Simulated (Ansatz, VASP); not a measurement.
RbBr: VASP beside Ansatz

```xyz
2
Lattice="4.1788 0.0000 0.0000 0.0000 4.1788 0.0000 0.0000 0.0000 4.0702" Properties=species:S:1:pos:R:3 pbc="T T T"
Rb    0.0000    0.0000    0.0000
Br    2.0894    2.0894    2.0351
```

Change from the starting cell: mode 4 frozen in at +0.000 Å, equal normal strain along x and y +0.0267.

Alike in both runs: task single point; functional PBEsol; k mesh 6 × 6 × 6; occupations gaussian, width 0.05 eV; no spin polarisation.

|  | VASP | Ansatz |
| --- | --- | --- |
| version | VASP 6.6.1 | Ansatz 0.2.0 |
| potentials or method | VASP PAW PBE potentials, release 64 (Rb_sv, Br) | scalar-relativistic, plane waves, PAW |
| plane-wave cutoff (eV) | 520 | 420 |
| valence electrons in the cell | 16 | 16 |

VASP gave:

| Item | Value |
| --- | --- |
| gap on the k mesh at the Fermi level (eV) | 3.78 |
| least direct gap on the mesh (eV) | 3.93 |
| pressure (GPa) | -0.7 |
| largest component of the traceless stress (GPa) | 0.51 |

Q: Which values does Ansatz return?

A: gap on the k mesh at the Fermi level (eV): 3.78; least direct gap on the mesh (eV): 3.93; pressure (GPa): -0.8; largest component of the traceless stress (GPa): 0.51.

The functional is the same, so the differences come from potentials, cutoffs and numerics.

Caveats: the PAW data sets were made with another functional, which shifts forces and pressure a little (VASP). A k mesh can miss the band edges.
